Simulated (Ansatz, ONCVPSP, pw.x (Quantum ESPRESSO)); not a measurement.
pw.x on fcc H: one setting changed

Potential: optimised norm-conserving Vanderbilt (ONCV), ONCVPSP 4.0.1.1 (patched build), PBE; core none, reference 1s1; waves: 1s: rc 1.35 bohr, ncon 4, nbas 7, qcut 5.1 1/bohr, 2 projectors, debl 3.1 Ha; p scattering state at 0.05 Ha: rc 1.40 bohr, ncon 3, nbas 6, qcut 4.9 1/bohr, 2 projectors, debl 1.9 Ha; local part: polynomial inside 1.05 bohr (lpopt 5, dvloc0 -1 Ha); core correction: none.

The reference run (k-mesh 18³, cutoffs 90/360 Ry, Fermi–Dirac 0.01 Ry, mixing_beta 0.4, conv_thr 1e-9, no spin) gives -1.14 GPa at 2.975 Å³/atom, where all-electron LAPW gives -0.20 GPa. This run, with its own iteration cap, changes smearing to gauss.

```
&control
  calculation='scf', prefix='x', pseudo_dir='./', outdir='./tmp', tstress=.true., disk_io='none'
/
&system
  ibrav=0, nat=1, ntyp=1, ecutwfc=90, ecutrho=360, nbnd=7,
  occupations='smearing', smearing='gauss', degauss=0.01
/
&electrons
  conv_thr=1e-09, mixing_beta=0.4, electron_maxstep=60
/
ATOMIC_SPECIES
H 1.0 H.UPF
CELL_PARAMETERS angstrom
  0.00000000 1.14152561 1.14152561
  1.14152561 0.00000000 1.14152561
  1.14152561 1.14152561 0.00000000
ATOMIC_POSITIONS crystal
H 0.0000 0.0000 0.0000
K_POINTS automatic
18 18 18 0 0 0
```

```bash
pw.x < H.scf.in > H.scf.out
```

Q: How does the run end?

A: It converges in 3 iterations; the free energy moves by +2.5 meV/atom and the pressure by -0.10 GPa. Gaussian smearing of the same width is narrower in effect than Fermi–Dirac, so its quadratic term in F is smaller.

```
Message from routine setup:
     using ibrav=0 with symmetry is DISCOURAGED, use correct ibrav instead
     lattice parameter (alat)  =       3.0507  a.u.
     unit-cell volume          =      20.0763 (a.u.)^3
     number of electrons       =         1.00
     number of Kohn-Sham states=            7
     kinetic-energy cutoff     =      90.0000  Ry
     charge density cutoff     =     360.0000  Ry
     scf convergence threshold =      1.0E-09
     Exchange-correlation= PBE
     number of k points=   195  Gaussian smearing, width (Ry)=  0.0100
     iteration #  1     ecut=    90.00 Ry     beta= 0.40
     total energy              =      -1.07375403 Ry
     estimated scf accuracy    <       0.00000500 Ry
     iteration #  2     ecut=    90.00 Ry     beta= 0.40
     total energy              =      -1.07375889 Ry
     estimated scf accuracy    <       0.00000192 Ry
     iteration #  3     ecut=    90.00 Ry     beta= 0.40
     the Fermi energy is     3.7385 ev
!    total energy              =      -1.07375909 Ry
     estimated scf accuracy    <          1.2E-10 Ry
     smearing contrib. (-TS)   =      -0.00006664 Ry
     The total energy is F=E-TS. E is the sum of the following terms:
     one-electron contribution =       0.63595174 Ry
     hartree contribution      =       0.01668593 Ry
     xc contribution           =      -0.66362750 Ry
     ewald contribution        =      -1.06270263 Ry
     convergence has been achieved in   3 iterations
          total   stress  (Ry/bohr**3)                   (kbar)     P=      -12.36
     Message from routine punch:
     Nothing written, as per user request (disk_io='none')
```

The run took about 3 s on one core of a shared host (Intel(R) Xeon(R) Platinum 8259CL CPU @ 2.50GHz, 96 threads, 755 GiB, load 50).
